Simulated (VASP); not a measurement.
# InP (I-4m2) in VASP: single point with PBE

Aim: the single point of InP with PBE.

Everything below comes from runs of VASP 6.6.1. Logs are shortened: lines on timing, memory, paths and dates and some standing lists are left out, and cuts for length are marked.

### 1 The cell of the first run

The structure is tetragonal, space group I-4m2 (No. 119). Conventional cell: a = 4.252 Å, b = 4.252 Å, c = 5.789 Å, α = 90.00°, β = 90.00°, γ = 90.00°. In (site symmetry -4m2) is surrounded by 4 P at 2.57 Å. Around P (site symmetry -4m2) lie 4 In at 2.57 Å.

The cell was built by a generator and needn't be a form met in nature.

### 2 Single point, PBE (epitaxial_xy strain +1.8%)

INCAR

```
SYSTEM = InP
  ALGO = Normal
  EDIFF = 1E-6
  ENCUT = 520
  GGA = PE
  ISIF = 2
  ISMEAR = -1
  LASPH = .TRUE.
  LCHARG = .FALSE.
  LREAL = .FALSE.
  LWAVE = .FALSE.
  NBANDS = 16
  NELM = 100
  PREC = Accurate
  SIGMA = 0.02
```

KPOINTS

```
k-points
0
G
  8 8 8
  0 0 0
```

POSCAR

```
InP
1.0
    0.0000000000      3.0066604367      2.8943470502
    3.0066604367      0.0000000000      2.8943470502
    3.0066604367      3.0066604367      0.0000000000
In P
1 1
Direct
    0.0000000000      0.0000000000      0.0000000000
    0.2500000000      0.2500000000      0.2500000000
```

Potentials or basis: VASP PAW PBE potentials, release 64 (In_d, P).

The run is started by

```
$ cat potpaw_PBE.64/In_d/POTCAR potpaw_PBE.64/P/POTCAR > POTCAR
$ mpirun -np 1 vasp_std > vasp.out
```

OUTCAR:

```text
SYSTEM = InP
   EDIFF = 1E-6
   ENCUT = 520
   GGA = PE
   ISIF = 2
   ISMEAR = -1
   LASPH = .TRUE.
   LREAL = .FALSE.
   NELM = 100
   PREC = Accurate

 ion  position               nearest neighbor table
   1  0.000  0.000  0.000-   2 2.57   2 2.57   2 2.57   2 2.57
   2  0.250  0.250  0.250-   1 2.57   1 2.57   1 2.57   1 2.57

  LATTYP: Found a body centered tetragonal cell.
 ALAT       =     4.2520599670
 C/A-ratio  =     1.3613858095

  Lattice vectors:

 A1 = (   0.0000000000,  -3.0066604367,  -2.8943470502)
 A2 = (   0.0000000000,   3.0066604367,  -2.8943470502)
 A3 = (   3.0066604367,   0.0000000000,   2.8943470502)

Analysis of symmetry for initial positions (statically):
=====================================================================
 Subroutine PRICEL returns:
 Original cell was already a primitive cell.

 Routine SETGRP: Setting up the symmetry group for a
 body centered tetragonal supercell.

 Subroutine GETGRP returns: Found  8 space group operations
 (whereof  8 operations were pure point group operations)
 out of a pool of 16 trial point group operations.

The static configuration has the point symmetry D_2d.

Analysis of symmetry for dynamics (positions and initial velocities):
=====================================================================
 Subroutine PRICEL returns:
 Original cell was already a primitive cell.

 Routine SETGRP: Setting up the symmetry group for a
 body centered tetragonal supercell.

 Subroutine GETGRP returns: Found  8 space group operations
 (whereof  8 operations were pure point group operations)
 out of a pool of 16 trial point group operations.

The dynamic configuration has the point symmetry D_2d.

 Subroutine INISYM returns: Found  8 space group operations
 (whereof  8 operations are pure point group operations),
 and found     1 'primitive' translations

----------------------------------------------------------------------------------------

                                     Primitive cell

  volume of cell :      52.3298

  direct lattice vectors                    reciprocal lattice vectors
     0.000000000  3.006660437  2.894347050    -0.166297462  0.166297462  0.172750535
     3.006660437  0.000000000  2.894347050     0.166297462 -0.166297462  0.172750535
     3.006660437  3.006660437  0.000000000     0.166297462  0.166297462 -0.172750535

  length of vectors
     4.173398115  4.173398115  4.252059967     0.291808908  0.291808908  0.291808908

  position of ions in fractional coordinates (direct lattice)
     0.000000000  0.000000000  0.000000000
     0.250000000  0.250000000  0.250000000

  ion indices of the primitive-cell ions
   primitive index   ion index
                 1           1
                 2           2

----------------------------------------------------------------------------------------

 KPOINTS: k-points

Automatic generation of k-mesh.
 Grid dimensions read from file:
 generate k-points for:    8    8    8

 Generating k-lattice:

  Cartesian coordinates                     Fractional coordinates (reciprocal lattice)
    -0.020787183  0.020787183  0.021593817     0.125000000 -0.000000000  0.000000000
     0.020787183 -0.020787183  0.021593817    -0.000000000  0.125000000  0.000000000
     0.020787183  0.020787183 -0.021593817     0.000000000  0.000000000  0.125000000

  Length of vectors
     0.036476114  0.036476114  0.036476114

  Shift w.r.t. Gamma in fractional coordinates (k-lattice)
     0.000000000  0.000000000  0.000000000

 Subroutine IBZKPT returns following result:
 ===========================================

 Found     59 irreducible k-points:

 Following reciprocal coordinates:
            Coordinates               Weight
  0.000000  0.000000  0.000000      1.000000
  0.125000  0.000000  0.000000      8.000000
  0.250000  0.000000  0.000000      8.000000
  0.375000  0.000000  0.000000      8.000000
  0.500000  0.000000  0.000000      4.000000
  0.125000  0.125000  0.000000      2.000000
[... 16 lines left out ...]
  0.250000  0.000000  0.125000     16.000000
  0.375000  0.000000  0.125000     16.000000
 [... further k-points ...]
   k-points           NKPTS =     59   k-points in BZ     NKDIM =     59   number of bands    NBANDS=     16
   number of dos      NEDOS =    301   number of ions     NIONS =      2
   total plane-waves  NPLWV =  32768
   dimension x,y,z NGX =    32 NGY =   32 NGZ =   32
   dimension x,y,z NGXF=    64 NGYF=   64 NGZF=   64
   ions per type =               1   1
   NGX,Y,Z   is equivalent  to a cutoff of  12.75, 12.75, 12.51 a.u.
   NGXF,Y,Z  is equivalent  to a cutoff of  25.49, 25.49, 25.02 a.u.
 SYSTEM =  InP
   PREC   = accura    normal or accurate (medium, high low for compatibility)
   ISTART =      0    job   : 0-new  1-cont  2-samecut
   ICHARG =      2    charge: 1-file 2-atom 10-const
   ISPIN  =      1    spin polarized calculation?
   LNONCOLLINEAR =      F non collinear calculations
   LSORBIT =      F    spin-orbit coupling
   LASPH  =      T    aspherical Exc in radial PAW
   ENCUT  =  520.0 eV  38.22 Ry    6.18 a.u.   7.76  7.76  7.91*2*pi/ulx,y,z
   NELM   =    100;   NELMIN=  2; NELMDL= -5     # of ELM steps
   EDIFF  = 0.1E-05   stopping-criterion for ELM
   LREAL  =      F    real-space projection
   EDIFFG = 0.1E-04   stopping-criterion for IOM
   NSW    =      0    number of steps for IOM
   IBRION =     -1    ionic relax: 0-MD 1-quasi-New 2-CG
   NFREE  =      0    steps in history (QN), initial steepest desc. (CG)
   ISIF   =      2    stress and relaxation
   ISYM   =      2    0-nonsym 1-usesym 2-fastsym
   POTIM  = 0.5000    time-step for ionic-motion
   TEBEG  =    0.0;   TEEND  =   0.0 temperature during run
   PSTRESS=    0.0 pullay stress
   NELECT =      18.0000    total number of electrons
   NUPDOWN=      -1.0000    fix difference up-down
   EMIN   =  10.00;   EMAX   =-10.00  energy-range for DOS
   EFERMI =   0.00;   METHOD = LEGACY
   ISMEAR =    -1;   SIGMA  =   0.02  broadening in eV -4-tet -1-fermi 0-gaus
   EFERMI_NEDOS =   21; number of points for ismear=-14 and -15
   IALGO  =     38    algorithm
   IMIX   =      4    mixing-type and parameters
     AMIX     =   0.40;   BMIX     =  1.00
     AMIX_MAG =   1.60;   BMIX_MAG =  1.00
  volume/ion in A,a.u.               =      26.16       176.57
  Fermi-wavevector in a.u.,A,eV,Ry     =   1.147051  2.167611 17.901524  1.315725
  Thomas-Fermi vector in A             =   2.283732
   LORBIT       =      0    0 simple, 1 ext, 2 COOP (PROOUT), +10 PAW based schemes
   GGA     = PE    functional components
   LHFCALC =     F    Hartree Fock is set to
   AEXX    =    0.0000 exact exchange contribution
   IVDW    =     0    specifies the selected vdW correction
   LEPSILON=     F    determine dielectric tensor
   LRPA    =     F    only Hartree local field effects (RPA)
 non-spin polarized calculation
  energy-cutoff  :      520.00
  volume of cell :       52.33
 maximum number of plane-waves:      1422
   NGX = 15   NGY = 15   NGZ = 15

 number of electron      18.0000005 magnetization

 Free energy of the ion-electron system (eV)
  ---------------------------------------------------
  ext. energy  EPLUGINS =         0.00000000
  ---------------------------------------------------
  free energy    TOTEN  =        -8.39887335 eV

  energy without entropy =       -8.39887323  energy(sigma->0) =       -8.39887329

 E-fermi :   5.0725     XC(G=0):  -9.1132

 val. band max:        4.8804048996   @ k =   0.0000   0.0000   0.0000
 cond. band min:       5.2646033977   @ k =   0.0000   0.0000   0.0000
 fundamental gap:      0.3841984980
 Fermi energy:         5.0725128055

 k-point     1 :       0.0000    0.0000    0.0000
  band No.  band energies     occupation
      1      -9.3478      2.00000
      2      -9.3478      2.00000
      3      -9.3320      2.00000
      4      -9.2133      2.00000
      5      -9.2068      2.00000
      6      -6.4822      2.00000
[... 8 lines left out ...]
     15      13.8778      0.00000
     16      14.4138      0.00000

 k-point     2 :       0.1250    0.0000    0.0000
  band No.  band energies     occupation
      1      -9.3598      2.00000
      2      -9.3411      2.00000
      3      -9.3295      2.00000
      4      -9.2136      2.00000
      5      -9.2060      2.00000
      6      -6.3147      2.00000
[... 8 lines left out ...]
     15      13.6435      0.00000
     16      14.0261      0.00000

 k-point     3 :       0.2500    0.0000    0.0000
  band No.  band energies     occupation
      1      -9.3953      2.00000
      2      -9.3270      2.00000
      3      -9.3172      2.00000
      4      -9.2127      2.00000
      5      -9.2022      2.00000
      6      -5.8479      2.00000
[... 8 lines left out ...]
     15      13.3259      0.00000
     16      13.9350      0.00000

 k-point     4 :       0.3750    0.0000    0.0000
  band No.  band energies     occupation
      1      -9.4300      2.00000
      2      -9.3165      2.00000
      3      -9.3071      2.00000
      4      -9.2084      2.00000
      5      -9.1946      2.00000
      6      -5.2295      2.00000
[... 8 lines left out ...]
     15      14.2332      0.00000
     16      14.2765      0.00000

 k-point     5 :       0.5000    0.0000    0.0000
  band No.  band energies     occupation
      1      -9.4440      2.00000
      2      -9.3133      2.00000
      3      -9.3040      2.00000
      4      -9.2055      2.00000
      5      -9.1902      2.00000
      6      -4.8838      2.00000
[... 8 lines left out ...]
     15      15.1808      0.00000
     16      15.4516      0.00000

 k-point     6 :       0.1250    0.1250    0.0000
  band No.  band energies     occupation
      1      -9.3617      2.00000
      2      -9.3345      2.00000
      3      -9.3345      2.00000
      4      -9.2194      2.00000
      5      -9.2016      2.00000
      6      -6.2494      2.00000
[... 8 lines left out ...]
     15      14.0371      0.00000
     16      14.4419      0.00000

 k-point     7 :       0.2500    0.1250    0.0000
  band No.  band energies     occupation
      1      -9.3958      2.00000
      2      -9.3195      2.00000
      3      -9.3194      2.00000
      4      -9.2241      2.00000
      5      -9.1960      2.00000
      6      -5.8735      2.00000
[... 8 lines left out ...]
     15      14.0477      0.00000
     16      15.0113      0.00000

 k-point     8 :       0.3750    0.1250    0.0000
  band No.  band energies     occupation
      1      -9.4294      2.00000
      2      -9.3074      2.00000
      3      -9.3070      2.00000
      4      -9.2225      2.00000
      5      -9.1897      2.00000
      6      -5.2885      2.00000
[... 8 lines left out ...]
     15      14.7429      0.00000
     16      14.8016      0.00000

 k-point     9 :       0.5000    0.1250    0.0000
  band No.  band energies     occupation
      1      -9.4472      2.00000
      2      -9.3035      2.00000
      3      -9.3017      2.00000
      4      -9.2148      2.00000
      5      -9.1887      2.00000
      6      -4.8088      2.00000
[... 8 lines left out ...]
     15      15.3693      0.00000
     16      15.4415      0.00000
[... 172 lines left out ...]
 k-point    19 :       0.5000    0.3750    0.0000
  band No.  band energies     occupation
      1      -9.4917      2.00000
      2      -9.2665      2.00000
      3      -9.2605      2.00000
      4      -9.2521      2.00000
      5      -9.1759      2.00000
      6      -4.3317      2.00000
[... 8 lines left out ...]
     15      15.5199      0.00000
     16      16.5898      0.00000

 k-point    20 :      -0.3750    0.3750    0.0000
  band No.  band energies     occupation
      1      -9.4792      2.00000
      2      -9.2781      2.00000
      3      -9.2666      2.00000
      4      -9.2406      2.00000
      5      -9.1842      2.00000
      6      -4.2491      2.00000
[... 8 lines left out ...]
     15      14.5071      0.00000
     16      17.5937      0.00000

 k-point    21 :       0.5000    0.5000    0.0000
  band No.  band energies     occupation
      1      -9.5042      2.00000
      2      -9.2621      2.00000
      3      -9.2532      2.00000
      4      -9.2532      2.00000
      5      -9.1714      2.00000
      6      -4.1942      2.00000
[... 8 lines left out ...]
     15      15.4191      0.00000
     16      16.4185      0.00000

 k-point    22 :       0.1250    0.0000    0.1250
  band No.  band energies     occupation
      1      -9.3748      2.00000
      2      -9.3340      2.00000
      3      -9.3206      2.00000
      4      -9.2144      2.00000
      5      -9.2059      2.00000
      6      -6.2643      2.00000
[... 8 lines left out ...]
     15      14.1912      0.00000
     16      14.4789      0.00000

 k-point    23 :       0.2500    0.0000    0.1250
  band No.  band energies     occupation
      1      -9.4029      2.00000
      2      -9.3204      2.00000
      3      -9.3094      2.00000
      4      -9.2170      2.00000
      5      -9.2022      2.00000
      6      -5.9006      2.00000
[... 8 lines left out ...]
     15      14.1862      0.00000
     16      15.1209      0.00000

 k-point    24 :       0.3750    0.0000    0.1250
  band No.  band energies     occupation
      1      -9.4315      2.00000
      2      -9.3112      2.00000
      3      -9.2996      2.00000
      4      -9.2139      2.00000
      5      -9.1976      2.00000
      6      -5.3198      2.00000
[... 8 lines left out ...]
     15      14.5257      0.00000
     16      14.9017      0.00000

 [... further k-points ...]

------------------------ aborting loop because EDIFF is reached ----------------------------------------

  FORCE on cell =-STRESS in cart. coord.  units (eV):
  Direction    XX          YY          ZZ          XY          YZ          ZX
  --------------------------------------------------------------------------------------
  -------------------------------------------------------------------------------------
  Total        0.0322403      0.0322403      0.5053923      0.0000000      0.0000000     -0.0000000
  in kB        0.9870968      0.9870968     15.4735453      0.0000000      0.0000000     -0.0000000
  external PRESSURE =       5.8159130 kB  Pullay stress =       0.0000000 kB

 VOLUME and BASIS-vectors are now :
 -----------------------------------------------------------------------------
  energy-cutoff  :      520.00
  volume of cell :       52.33
      direct lattice vectors                 reciprocal lattice vectors
     0.000000000  3.006660437  2.894347050    -0.166297462  0.166297462  0.172750535
     3.006660437  0.000000000  2.894347050     0.166297462 -0.166297462  0.172750535
     3.006660437  3.006660437  0.000000000     0.166297462  0.166297462 -0.172750535

 POSITION                                       TOTAL-FORCE (eV/Angst)
 -----------------------------------------------------------------------------------
      0.00000      0.00000      0.00000        -0.000000      0.000000     -0.000000
      1.50333      1.50333      1.44717         0.000000     -0.000000      0.000000
 -----------------------------------------------------------------------------------
    total drift:                               -0.000000     -0.000000     -0.000001

  FREE ENERGIE OF THE ION-ELECTRON SYSTEM (eV)
  ---------------------------------------------------
  free  energy   TOTEN  =        -8.3988733459 eV

  energy  without entropy=       -8.3988732342  energy(sigma->0) =       -8.39887329
```

Run time: 18 s. Hardware: 1 thread of Intel Xeon Platinum 8488C (Sapphire Rapids), shared host; peak memory 0.2 GiB.

Results:

- Free energy: -8.3989 eV
- Pressure: 0.6 GPa
- Band gap on the k mesh: 0.38 eV, direct

Stress tensor (GPa, compression positive):
```
0.10 0.00 0.00
0.00 0.10 0.00
0.00 0.00 1.55
```

Levels at points of the mesh, in eV from the valence-band top:
```tsv
k point	band 5	band 6	band 7	band 8	band 9	band 10	band 11	band 12	band 13	band 14
(0.00, 0.00, 0.00)	-14.09	-11.36	-0.16	-0.16	0.00	0.38	3.95	4.01	4.01	8.28
(0.50, 0.00, 0.00)	-14.07	-9.76	-5.63	-1.14	-0.91	1.28	4.58	4.84	6.92	9.17
(0.50, 0.50, 0.00)	-14.05	-9.07	-5.54	-2.43	-2.43	1.60	1.94	9.09	9.21	9.21
(0.50, 0.00, 0.50)	-14.06	-9.20	-5.76	-2.23	-2.22	1.79	2.27	8.73	9.07	9.28
```

Caveat: spin-orbit coupling is left out, which moves the levels of the heavy elements.
